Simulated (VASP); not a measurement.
# Cu: relaxation of cell and atoms with TPSS

Cu:

```xyz
1
Lattice="-1.4428 1.4428 1.3761 1.4428 -1.4428 1.3761 1.4428 1.4428 -1.3761" Properties=species:S:1:pos:R:3 pbc="T T T"
Cu    0.0000    0.0000    0.0000
```

This isn't the form of Cu at room conditions, which is fcc.

```
Program                : VASP 6.6.1
Task                   : relaxation of cell and atoms
Functional             : TPSS
Potentials or basis    : VASP PAW PBE potentials, release 64 (Cu)
Cutoff                 : 600 eV
k mesh                 : 13 × 13 × 13
Occupations            : methfessel-paxton, width 0.1 eV
Spin                   : no spin polarisation
Further INCAR settings : ALGO = Normal; EDIFF = 1e-06; IBRION = 2; EDIFFG = -0.02; NSW = 40; ISIF = 3
```

The relaxed volume is 11.59 Å³/atom. The relaxed cell is a = 2.470 Å, b = 2.470 Å, c = 2.470 Å, α = 108.22°, β = 108.22°, γ = 112.01°, the space group after relaxing (to 0.05 Å) is I4/mmm (No. 139) and the energy gained by relaxing is 0.8 meV/atom. The ionic steps are 7. The pressure after relaxing is 0.2 GPa. The band gap on the k mesh is none (metal or under the smearing width).

Stress tensor (GPa, compression positive):
```
0.22 0.00 0.00
0.00 0.22 0.00
0.00 0.00 0.13
```

The path:
| step | energy change (eV) | largest force (eV/Å) | pressure (GPa) | volume (Å³) |
| --- | --- | --- | --- | --- |
| 1 | 0.0000 | 0.0000 | 1.97 | 11.46 |
| 2 | -0.0004 | 0.0000 | -1.10 | 11.69 |
| 3 | -0.0008 | 0.0000 | -0.44 | 11.59 |
| 4 | -0.0008 | 0.0000 | 0.31 | 11.57 |
| 5 | -0.0008 | 0.0000 | 0.52 | 11.58 |
| 6 | -0.0008 | 0.0000 | 0.35 | 11.58 |
| 7 | -0.0008 | 0.0000 | 0.19 | 11.59 |

Final structure:
```
CELL_PARAMETERS angstrom
-1.44820 1.44820 1.38128
1.44820 -1.44820 1.38128
1.44820 1.44820 -1.38128
ATOMIC_POSITIONS crystal
Cu 0.00000 0.00000 0.00000
```

Levels at points of the mesh, in eV from the Fermi level:
```csv
k point,band 4,band 5,band 6,band 7,band 8,band 9
"(0.00, 0.00, 0.00)",-3.05,-2.21,-2.01,24.62,24.62,25.83
```

Wall time 2.6 min on 1 thread of Intel(R) Xeon(R) 6975P-C (Granite Rapids) (shared host), peak memory 0.15 GiB.

Caveat: the PAW data sets were made with another functional, which shifts forces and pressure a little.
